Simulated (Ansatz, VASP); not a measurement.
## Cu: VASP beside Ansatz

```
CELL_PARAMETERS angstrom
2.12177 -4.48818 0.00000
2.12177 4.48818 0.00000
0.00000 0.00000 2.50068
ATOMIC_POSITIONS crystal
Cu 0.13211 0.86789 0.99986
Cu 0.63211 0.36789 0.50014
Cu 0.86789 0.13211 0.00014
Cu 0.36789 0.63211 0.49986
```

Alike in both runs: functional PBEsol; k mesh 6 × 6 × 4; occupations gaussian, width 0.1 eV; no spin polarisation.

Ansatz relaxed the structure, and its values are those at the end. VASP's run is a single point on that final structure, the one shown.

```csv
,VASP,Ansatz
version,VASP 6.6.1,Ansatz 0.2.0
potentials or method,"VASP PAW PBE potentials, release 64 (Cu)","scalar-relativistic, plane waves, PAW"
plane-wave cutoff (eV),520,420
valence electrons in the cell,44,76
```

```csv
,VASP,Ansatz,Ansatz less VASP
gap on the k mesh at the Fermi level (eV),none,none,-
pressure (GPa),0.8,0.0,-0.73
```

A gap of «none» marks a metal or a gap that the smearing closes. The functional is the same, so the differences come from potentials, cutoffs and numerics. The two sets of potentials don't hold the same shells in valence.

Caveats: the k mesh is coarse (spacing up to 0.63 Å⁻¹), so the values aren't converged; the PAW data sets were made with another functional, which shifts forces and pressure a little (VASP).
